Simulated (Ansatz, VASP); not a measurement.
## One calculation of Ir, two programs

```xyz
1
Lattice="0.0000 1.9197 1.9197 1.9197 0.0000 1.9197 1.9197 1.9197 0.0000" Properties=species:S:1:pos:R:3 pbc="T T T"
Ir    0.0000    0.0000    0.0000
```

Alike in both runs: task relaxation of cell and atoms; functional LDA; k mesh 18 × 18 × 18; occupations gaussian, width 0.1 eV; no spin polarisation.

|  | VASP | Ansatz |
| --- | --- | --- |
| version | VASP 6.6.1 | Ansatz 0.2.0 |
| potentials or method | VASP PAW LDA potentials, release 64 (Ir) | scalar-relativistic, plane waves, PAW |
| plane-wave cutoff (eV) | 600 | 420 |
| valence electrons in the cell | 9 | 17 |

Ansatz gave:

| Property | Result |
| --- | --- |
| gap on the k mesh at the Fermi level, each at its own relaxed structure (eV) | none |
| relaxed volume (Å³/atom) | 13.84 |
| relaxed cell length with the largest relative difference (Å) | 2.695 |
| energy change over the relaxation (meV/atom) | -9 |

**Question.** Estimate VASP's values.

**Answer.** gap on the k mesh at the Fermi level, each at its own relaxed structure (eV): none; relaxed volume (Å³/atom): 13.93; relaxed cell length with the largest relative difference (Å): 2.701; energy change over the relaxation (meV/atom): -4.

A gap of «none» marks a metal or a gap that the smearing closes. The two sets of potentials don't hold the same shells in valence. Ansatz warned: «pseudo_functional_mismatch».

Spin-orbit coupling is left out, which matters for the levels of Ir. Zero-point motion and thermal expansion aren't in these numbers. LDA usually gives volumes a few per cent too small.
